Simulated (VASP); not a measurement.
# CdTe (F-43m) in VASP: single point with PBEsol

Aim: the single point of CdTe with PBEsol.

All numbers are computed with VASP 6.6.1; they aren't measurements. Logs are shortened: lines on timing, memory, paths and dates and some standing lists are left out, and cuts for length are marked.

**What was measured.**

From a printed reference work, data compilation, for a bulk crystal of CdTe at 0 K: band gap 1.607 eV.

How close the calculation comes is told below.

## 1. The cell of the first run

The structure is cubic, space group F-43m (No. 216). The conventional cell has a = 6.410 Å, b = 6.410 Å, c = 6.410 Å, α = 90.00°, β = 90.00°, γ = 90.00°. Cd (site symmetry -43m) has 4 Te at 2.78 Å within 3.7 Å. Within 3.7 Å of Te (site symmetry -43m) lie 4 Cd at 2.78 Å.

## 2. Single point, PBEsol

Input file INCAR:

```
  PREC = Accurate
  ENCUT = 520
  EDIFF = 1E-6
  ISMEAR = 0
  SIGMA = 0.01
  LREAL = F
  LASPH = T
  NELM = 100
  ALGO = Normal
  ISIF = 2
  LWAVE = F
  LCHARG = F
  GGA = PS
  NBANDS = 16
```

Input file KPOINTS:

```
Automatic mesh
0
Gamma
  6 6 6
```

Input file POSCAR:

```
CdTe
1.0
    4.5325540000      0.0000000000      0.0000000000
    2.2662770000      3.9253069080      0.0000000000
    2.2662770000      1.3084356360      3.7008148439
Cd Te
1 1
Direct
    0.0000000000      0.0000000000      0.0000000000
    0.2500000000      0.2500000000      0.2500000000
```

Potentials or basis: VASP PAW PBE potentials, release 64 (Cd, Te).

The run is started by

```console
> cat potpaw_PBE.64/Cd/POTCAR potpaw_PBE.64/Te/POTCAR > POTCAR
> mpirun -np 1 vasp_std > vasp.out
```

OUTCAR:

```text
PREC = Accurate
   ENCUT = 520
   EDIFF = 1E-6
   ISMEAR = 0
   LREAL = F
   LASPH = T
   NELM = 100
   ISIF = 2
   GGA = PS

 ion  position               nearest neighbor table
   1  0.000  0.000  0.000-   2 2.78   2 2.78   2 2.78   2 2.78
   2  0.250  0.250  0.250-   1 2.78   1 2.78   1 2.78   1 2.78

  LATTYP: Found a face centered cubic cell.
 ALAT       =     6.4099993390

  Lattice vectors:

 A1 = (   4.5325540000,   0.0000000000,   0.0000000000)
 A2 = (   2.2662770000,   3.9253069080,   0.0000000000)
 A3 = (   2.2662770000,   1.3084356360,   3.7008148439)

Analysis of symmetry for initial positions (statically):
=====================================================================
 Subroutine PRICEL returns:
 Original cell was already a primitive cell.

 Routine SETGRP: Setting up the symmetry group for a
 face centered cubic supercell.

 Subroutine GETGRP returns: Found 24 space group operations
 (whereof 24 operations were pure point group operations)
 out of a pool of 48 trial point group operations.

The static configuration has the point symmetry T_d .

Analysis of symmetry for dynamics (positions and initial velocities):
=====================================================================
 Subroutine PRICEL returns:
 Original cell was already a primitive cell.

 Routine SETGRP: Setting up the symmetry group for a
 face centered cubic supercell.

 Subroutine GETGRP returns: Found 24 space group operations
 (whereof 24 operations were pure point group operations)
 out of a pool of 48 trial point group operations.

The dynamic configuration has the point symmetry T_d .

 Subroutine INISYM returns: Found 24 space group operations
 (whereof 24 operations are pure point group operations),
 and found     1 'primitive' translations

----------------------------------------------------------------------------------------

                                     Primitive cell

  volume of cell :      65.8437

  direct lattice vectors                    reciprocal lattice vectors
     4.532554000  0.000000000  0.000000000     0.220626164 -0.127378575 -0.090070254
     2.266277000  3.925306908  0.000000000     0.000000000  0.254757150 -0.090070254
     2.266277000  1.308435636  3.700814844     0.000000000  0.000000000  0.270210762

  length of vectors
     4.532554000  4.532554000  4.532554000     0.270210762  0.270210762  0.270210762

  position of ions in fractional coordinates (direct lattice)
     0.000000000  0.000000000  0.000000000
     0.250000000  0.250000000  0.250000000

  ion indices of the primitive-cell ions
   primitive index   ion index
                 1           1
                 2           2

----------------------------------------------------------------------------------------

 KPOINTS: Automatic mesh

Automatic generation of k-mesh.
 Grid dimensions read from file:
 generate k-points for:    6    6    6

 Generating k-lattice:

  Cartesian coordinates                     Fractional coordinates (reciprocal lattice)
     0.036771027 -0.021229762 -0.015011709     0.166666667  0.000000000 -0.000000000
     0.000000000  0.042459525 -0.015011709     0.000000000  0.166666667 -0.000000000
     0.000000000  0.000000000  0.045035127     0.000000000  0.000000000  0.166666667

  Length of vectors
     0.045035127  0.045035127  0.045035127

  Shift w.r.t. Gamma in fractional coordinates (k-lattice)
     0.000000000  0.000000000  0.000000000

 Subroutine IBZKPT returns following result:
 ===========================================

 Found     16 irreducible k-points:

 Following reciprocal coordinates:
            Coordinates               Weight
  0.000000  0.000000  0.000000      1.000000
  0.166667  0.000000  0.000000      8.000000
  0.333333  0.000000  0.000000      8.000000
  0.500000  0.000000  0.000000      4.000000
  0.166667  0.166667  0.000000      6.000000
  0.333333  0.166667  0.000000     24.000000
[... 8 lines left out ...]
 -0.333333  0.333333  0.166667     24.000000
 -0.333333  0.500000  0.166667     12.000000
   k-points           NKPTS =     16   k-points in BZ     NKDIM =     16   number of bands    NBANDS=     16
   number of dos      NEDOS =    301   number of ions     NIONS =      2
   total plane-waves  NPLWV =  46656
   dimension x,y,z NGX =    36 NGY =   36 NGZ =   36
   dimension x,y,z NGXF=    72 NGYF=   72 NGZF=   72
   ions per type =               1   1
   NGX,Y,Z   is equivalent  to a cutoff of  13.20, 13.20, 13.20 a.u.
   NGXF,Y,Z  is equivalent  to a cutoff of  26.41, 26.41, 26.41 a.u.
 SYSTEM =  unknown system
   PREC   = accura    normal or accurate (medium, high low for compatibility)
   ISTART =      0    job   : 0-new  1-cont  2-samecut
   ICHARG =      2    charge: 1-file 2-atom 10-const
   ISPIN  =      1    spin polarized calculation?
   LNONCOLLINEAR =      F non collinear calculations
   LSORBIT =      F    spin-orbit coupling
   LASPH  =      T    aspherical Exc in radial PAW
   ENCUT  =  520.0 eV  38.22 Ry    6.18 a.u.   8.43  8.43  8.43*2*pi/ulx,y,z
   NELM   =    100;   NELMIN=  2; NELMDL= -5     # of ELM steps
   EDIFF  = 0.1E-05   stopping-criterion for ELM
   LREAL  =      F    real-space projection
   EDIFFG = 0.1E-04   stopping-criterion for IOM
   NSW    =      0    number of steps for IOM
   IBRION =     -1    ionic relax: 0-MD 1-quasi-New 2-CG
   NFREE  =      0    steps in history (QN), initial steepest desc. (CG)
   ISIF   =      2    stress and relaxation
   ISYM   =      2    0-nonsym 1-usesym 2-fastsym
   POTIM  = 0.5000    time-step for ionic-motion
   TEBEG  =    0.0;   TEEND  =   0.0 temperature during run
   PSTRESS=    0.0 pullay stress
   NELECT =      18.0000    total number of electrons
   NUPDOWN=      -1.0000    fix difference up-down
   EMIN   =  10.00;   EMAX   =-10.00  energy-range for DOS
   EFERMI =   0.00;   METHOD = LEGACY
   ISMEAR =     0;   SIGMA  =   0.01  broadening in eV -4-tet -1-fermi 0-gaus
   EFERMI_NEDOS =   21; number of points for ismear=-14 and -15
   IALGO  =     38    algorithm
   IMIX   =      4    mixing-type and parameters
     AMIX     =   0.40;   BMIX     =  1.00
     AMIX_MAG =   1.60;   BMIX_MAG =  1.00
  volume/ion in A,a.u.               =      32.92       222.17
  Fermi-wavevector in a.u.,A,eV,Ry     =   1.062497  2.007828 15.359613  1.128900
  Thomas-Fermi vector in A             =   2.197950
   LORBIT       =      0    0 simple, 1 ext, 2 COOP (PROOUT), +10 PAW based schemes
   GGA     = PS    functional components
   LHFCALC =     F    Hartree Fock is set to
   AEXX    =    0.0000 exact exchange contribution
   IVDW    =     0    specifies the selected vdW correction
   LEPSILON=     F    determine dielectric tensor
   LRPA    =     F    only Hartree local field effects (RPA)
 non-spin polarized calculation
 Gauss-broadening in eV      SIGMA  =   0.01
  energy-cutoff  :      520.00
  volume of cell :       65.84
 maximum number of plane-waves:      1807
 NGX is ok and might be reduce to    36
   NGX = 17   NGY = 17   NGZ = 17

 number of electron      17.9999995 magnetization

 Free energy of the ion-electron system (eV)
  ---------------------------------------------------
  ext. energy  EPLUGINS =         0.00000000
  ---------------------------------------------------
  free energy    TOTEN  =        -5.46811110 eV

  energy without entropy =       -5.46811110  energy(sigma->0) =       -5.46811110

 E-fermi :   2.5987     XC(G=0):  -8.9273

 val. band max:        2.5215697379   @ k =   0.0000   0.0000   0.0000
 cond. band min:       3.2807942844   @ k =   0.0000   0.0000   0.0000
 fundamental gap:      0.7592245465
 Fermi energy:         2.5986830900

 k-point     1 :       0.0000    0.0000    0.0000
  band No.  band energies     occupation
      1      -8.8866      2.00000
      2      -5.8603      2.00000
      3      -5.8603      2.00000
      4      -5.8603      2.00000
      5      -5.5700      2.00000
      6      -5.5700      2.00000
[... 8 lines left out ...]
     15      11.9231      0.00000
     16      11.9231      0.00000

 k-point     2 :       0.1667    0.0000    0.0000
  band No.  band energies     occupation
      1      -8.7770      2.00000
      2      -5.8395      2.00000
      3      -5.8395      2.00000
      4      -5.7756      2.00000
      5      -5.5714      2.00000
      6      -5.5714      2.00000
[... 8 lines left out ...]
     15      10.9548      0.00000
     16      10.9548      0.00000

 k-point     3 :       0.3333    0.0000    0.0000
  band No.  band energies     occupation
      1      -8.5564      2.00000
      2      -5.8038      2.00000
      3      -5.8038      2.00000
      4      -5.5671      2.00000
      5      -5.5671      2.00000
      6      -5.4781      2.00000
[... 8 lines left out ...]
     15      11.3873      0.00000
     16      11.3873      0.00000

 k-point     4 :       0.5000    0.0000    0.0000
  band No.  band energies     occupation
      1      -8.4479      2.00000
      2      -5.7900      2.00000
      3      -5.7900      2.00000
      4      -5.5601      2.00000
      5      -5.5601      2.00000
      6      -5.1962      2.00000
[... 8 lines left out ...]
     15      12.8600      0.00000
     16      12.8600      0.00000
[... 172 lines left out ...]
 k-point    14 :       0.5000    0.3333    0.1667
  band No.  band energies     occupation
      1      -8.4168      2.00000
      2      -5.7538      2.00000
      3      -5.7464      2.00000
      4      -5.6190      2.00000
      5      -5.5563      2.00000
      6      -5.2427      2.00000
[... 8 lines left out ...]
     15      12.8393      0.00000
     16      14.0532      0.00000

 k-point    15 :      -0.3333    0.3333    0.1667
  band No.  band energies     occupation
      1      -8.3487      2.00000
      2      -5.7460      2.00000
      3      -5.7296      2.00000
      4      -5.5984      2.00000
      5      -5.5676      2.00000
      6      -5.0292      2.00000
[... 8 lines left out ...]
     15      13.0268      0.00000
     16      13.8273      0.00000

 k-point    16 :      -0.3333    0.5000    0.1667
  band No.  band energies     occupation
      1      -8.3155      2.00000
      2      -5.7168      2.00000
      3      -5.7119      2.00000
      4      -5.6247      2.00000
      5      -5.5565      2.00000
      6      -4.9759      2.00000
[... 8 lines left out ...]
     15      13.7023      0.00000
     16      13.9202      0.00000

------------------------ aborting loop because EDIFF is reached ----------------------------------------

  FORCE on cell =-STRESS in cart. coord.  units (eV):
  Direction    XX          YY          ZZ          XY          YZ          ZX
  --------------------------------------------------------------------------------------
  -------------------------------------------------------------------------------------
  Total        0.7692611      0.7692611      0.7692611      0.0000000      0.0000000      0.0000000
  in kB       18.7184710     18.7184710     18.7184710      0.0000000      0.0000000      0.0000000
  external PRESSURE =      18.7184710 kB  Pullay stress =       0.0000000 kB

 VOLUME and BASIS-vectors are now :
 -----------------------------------------------------------------------------
  energy-cutoff  :      520.00
  volume of cell :       65.84
      direct lattice vectors                 reciprocal lattice vectors
     4.532554000  0.000000000  0.000000000     0.220626164 -0.127378575 -0.090070254
     2.266277000  3.925306908  0.000000000     0.000000000  0.254757150 -0.090070254
     2.266277000  1.308435636  3.700814844     0.000000000  0.000000000  0.270210762

 POSITION                                       TOTAL-FORCE (eV/Angst)
 -----------------------------------------------------------------------------------
      0.00000      0.00000      0.00000         0.000000      0.000000      0.000000
      2.26628      1.30844      0.92520        -0.000000     -0.000000     -0.000000
 -----------------------------------------------------------------------------------
    total drift:                               -0.000000     -0.000000     -0.000000

  FREE ENERGIE OF THE ION-ELECTRON SYSTEM (eV)
  ---------------------------------------------------
  free  energy   TOTEN  =        -5.4681111000 eV

  energy  without entropy=       -5.4681111000  energy(sigma->0) =       -5.46811110
```

Run time: 16 s. Hardware: 1 thread of Intel Xeon Platinum 8488C (Sapphire Rapids), shared host; peak memory 0.21 GiB.

Results:

* Free energy: -5.4681 eV
* Pressure: 1.9 GPa
* Band gap on the k mesh: 0.76 eV, direct

Levels at points of the mesh, in eV from the valence-band top:
```csv
k point,band 7,band 8,band 9,band 10,band 11,band 12
"(0.00, 0.00, 0.00)",0.00,0.00,0.00,0.76,4.52,4.52
"(0.50, 0.00, 0.00)",-4.67,-0.84,-0.84,1.76,5.11,5.11
"(0.50, 0.50, 0.00)",-4.52,-2.00,-2.00,2.41,2.58,8.91
```

Caveat: the PAW data sets were made with another functional, which shifts forces and pressure a little; spin-orbit coupling is left out, which moves the levels of the heavy elements.

## 3. How close it comes

Step 2. A measured gap of CdTe is 1.607 eV (0 K; a printed reference work, data compilation); the calculated 0.76 eV misses it by -0.85 eV. Spin-orbit coupling on Cd, Te is left out. The value is that of PBEsol, without temperature or zero-point motion. Semilocal functionals fall short of measured gaps as a rule.
